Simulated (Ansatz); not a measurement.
The system is Ti.

```xyz
1
Lattice="-0.0101 2.0699 2.0588 2.0689 0.0093 2.0394 2.0141 1.9958 0.0641" Properties=species:S:1:pos:R:3 pbc="T T T"
Ti    0.1193    0.0191   -0.0072
```

The cell isn't the ideal one: cell strained at random at fixed volume.

| Item | Value |
| --- | --- |
| Program | Ansatz 0.2.0 |
| Task | relaxation of cell and atoms |
| Functional | revPBE |
| Dispersion | D3(BJ) |
| Potentials or basis | Ansatz PAW |
| Cutoff | 420 eV (not typed: the program's choice for these potentials) |
| k mesh | 8 × 9 × 9 |
| Occupations | gaussian, width 0.1 eV |
| Spin | no spin polarisation |
| Hubbard terms | Ti d U = 8 eV |

At the start: volume 16.73 Å³/atom.

Q: How do energy, volume and symmetry change on relaxing?

A: It ends after 27 steps and the volume is 29.50 Å³/atom (+76.3 %); space group P-1 (No. 2, to 0.05 Å).

Step by step:
| step | energy change (eV) | largest force (eV/Å) | volume (Å³) |
| --- | --- | --- | --- |
| 1 | 0.0000 | 0.0000 | 16.73 |
| 2 | -0.3769 | 0.0000 | 18.72 |
| 3 | -0.6385 | 0.0000 | 20.79 |
| 4 | -0.8189 | 0.0000 | 23.43 |
| 5 | -0.8882 | 0.0000 | 25.61 |
| 6 | -0.9085 | 0.0000 | 26.68 |
| 7 | -0.9172 | 0.0000 | 26.44 |
| 8 | -0.9183 | 0.0000 | 26.11 |
| 9 | -0.9186 | 0.0000 | 26.20 |
| 10 | -0.9187 | 0.0000 | 26.19 |
| 11 | -1.0013 | 0.0000 | 26.19 |
| 12 | -1.0385 | 0.0000 | 27.54 |
| 13 | -1.0679 | 0.0000 | 29.43 |
| 14 | -1.0727 | 0.0000 | 30.23 |
| 15 | -1.0760 | 0.0000 | 29.59 |
| 16 | -1.0765 | 0.0000 | 29.56 |
| 17 | -1.0767 | 0.0000 | 29.56 |
| 18 | -1.0769 | 0.0000 | 29.53 |
| 19 | -1.0771 | 0.0000 | 29.40 |
| 20 | -1.0771 | 0.0000 | 29.39 |
| 21 | -1.0771 | 0.0000 | 29.38 |
| 22 | -1.0806 | 0.0000 | 29.38 |
| 23 | -1.0815 | 0.0000 | 29.16 |
| 24 | -1.0823 | 0.0000 | 29.47 |
| 25 | -1.0825 | 0.0000 | 29.50 |
| 26 | -1.0825 | 0.0000 | 29.50 |
| 27 | -1.0826 | 0.0000 | 29.50 |

Final structure:
```yaml
crystal:
  lattice:
    - [0.08241, 2.78870, 2.00171]
    - [2.69476, 0.13374, 1.95700]
    - [2.80481, 2.84924, -0.00467]
  atoms:
    - { symbol: Ti, position: [0.97374, 0.02181, 0.03669] }
```

Caveat: the electronic state changed during the relaxation; the volume moved by over 15 % at a fixed basis, so the end points are rough; the plane-wave basis is chosen anew once the cell has moved, so the energies of steps on either side of that aren't comparable; U without spin polarisation on a metal has little footing; pairwise dispersion overbinds metals, which lowers pressure and volume; the PAW data sets come from PBE, with cores solved anew for the run's functional, which leaves a small shift of forces and pressure; the U is typed as a test and isn't derived for this compound.
